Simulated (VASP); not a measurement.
A run of VASP 6.6.1:

File INCAR:

```
SYSTEM = Li2S
ALGO = Normal
EDIFF = 1E-7
ENCUT = 520
GGA = PS
ISIF = 2
ISMEAR = 0
LASPH = .True.
LCHARG = .False.
LREAL = .False.
LWAVE = .False.
NBANDS = 13
NELM = 100
PREC = Accurate
SIGMA = 0.02
```

File KPOINTS:

```
k-points
0
Gamma
  8 8 8
  0 0 0
```

File POSCAR:

```
Li2S
1.0
    0.0000000000      2.7056000000      2.7056000000
    2.7056000000      0.0000000000      2.7056000000
    2.7056000000      2.7056000000      0.0000000000
S Li
1 2
Direct
    0.0000000000      0.0000000000      0.0000000000
    0.2500000000      0.2500000000      0.2500000000
    0.7500000000      0.7500000000      0.7500000000
```

Potentials or basis: VASP PAW PBE potentials, release 64 (S, Li_sv).

Launch:

```bash
$ cat potpaw_PBE.64/S/POTCAR potpaw_PBE.64/Li_sv/POTCAR > POTCAR
$ mpirun -np 1 vasp_std > vasp.out
```

Hardware: 1 thread of Intel(R) Xeon(R) Platinum 8559C (Emerald Rapids) (shared host).

Problem. Estimate the wall time of this run.

Solution. It took 7.9 s on 1 thread of Intel(R) Xeon(R) Platinum 8559C (Emerald Rapids) (shared host), peak memory 0.15 GiB. Counts: scf iterations 13, k points 29.
